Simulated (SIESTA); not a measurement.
## AlN under changes of volume

One of the cells (10.626 Å³/atom); the others are scaled copies at fixed shape and fractional positions:

```
Al N
1.0
     0.00000    2.19846    2.19846
     2.19846    0.00000    2.19846
     2.19846    2.19846    0.00000
Al N
1 1
Cartesian
  0.0000 0.0000 0.0000
  1.0992 1.0992 1.0992
```

Measurements of this composition are mostly on another form, of space group No. 186.

* Program: SIESTA 5.4.2
* Functional: PBEsol
* Potentials or basis: PseudoDojo 0.4 standard (PBEsol files)
* Basis: DZP (energy shift 0.003 Ry)
* Grid cutoff: 800 Ry
* Energy shift: 0.003 Ry
* k mesh: 10 × 10 × 10
* Occupations: fermi-dirac, width 0.05 eV
* Spin: no spin polarisation

```csv
volume (Å³/atom),energy over the lowest point (meV/atom),pressure (GPa),gap on the mesh (eV)
9.792,?,?,?
10.001,20.78,12.3,3.15
10.209,8.06,7.4,3.15
10.626,0.00,-1.0,3.14
10.834,3.76,-4.7,3.13
11.042,12.06,-8.0,3.12
```

What does the run at 9.792 Å³/atom give?

Energy over the lowest point 40.09 meV/atom; pressure 17.6 GPa; gap on the mesh 3.15 eV.

Worked out: A Birch-Murnaghan fit of order 3 (a polynomial in V^(-2/3)) to the other rows has its minimum at 10.57 Å³/atom with B0 = V·E''(V) = 200 GPa and B' = 3.5. It gives 40.14 meV/atom at 9.792 Å³/atom, against the run's 40.09, and -dE/dV = 17.5 GPa, against 17.6. A straight line through the other rows of the gap, of slope -0.304 eV per unit of ln V, extrapolates to 3.16 eV, against the run's 3.15.

Energies are extrapolated to zero smearing.

Caveats: the basis of atomic orbitals isn't converged, which shifts pressures, moduli and gaps.

A mesh can miss the band edges.
